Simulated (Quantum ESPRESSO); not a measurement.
Ge under changes of volume

One of the cells (19.607 Å³/atom); the others are scaled copies at fixed shape and fractional positions:

```
Ge
1.0
     1.39715   -2.60052    0.00000
     1.39715    2.60052    0.00000
     0.00000    0.00000    2.69823
Ge
1
Direct
  0.50000 0.50000 0.00000
```

This isn't the form of Ge at room conditions, which is diamond.

| Item | Value |
| --- | --- |
| Program | Quantum ESPRESSO 7.5 |
| Functional | r2SCAN |
| Potentials or basis | SG15 PBE 1.2 |
| Cutoff | 952 eV |
| Density cutoff | 3810 eV |
| k mesh | 9 × 9 × 8 |
| Occupations | fermi-dirac, width 0.05 eV |
| Spin | no spin polarisation |

| volume (Å³/atom) | energy over the lowest point (meV/atom) | pressure (GPa) |
| --- | --- | --- |
| 18.431 | 0.00 | -0.6 |
| 18.823 | ? | ? |
| 19.215 | 9.80 | -3.3 |
| 19.607 | 19.08 | -4.4 |
| 19.999 | 31.07 | -5.5 |
| 20.391 | 45.61 | -6.4 |
| 20.783 | 62.45 | -7.3 |

**Question.** What does the run at 18.823 Å³/atom give?

**Answer.** Energy over the lowest point 3.35 meV/atom; pressure -2.0 GPa.

Worked out: A Birch-Murnaghan fit of order 3 (a polynomial in V^(-2/3)) to the other rows has its minimum at 18.22 Å³/atom, just outside them, with B0 = V·E''(V) = 64 GPa (rough, since the energies scatter) at fixed shape and positions, which overstates the stiffness. It gives 3.36 meV/atom at 18.823 Å³/atom, against the run's 3.35, and -dE/dV = -2.0 GPa, against -2.0.

Energies are extrapolated to zero smearing.

Caveats: the potentials were made for another functional, which shifts forces and pressure.
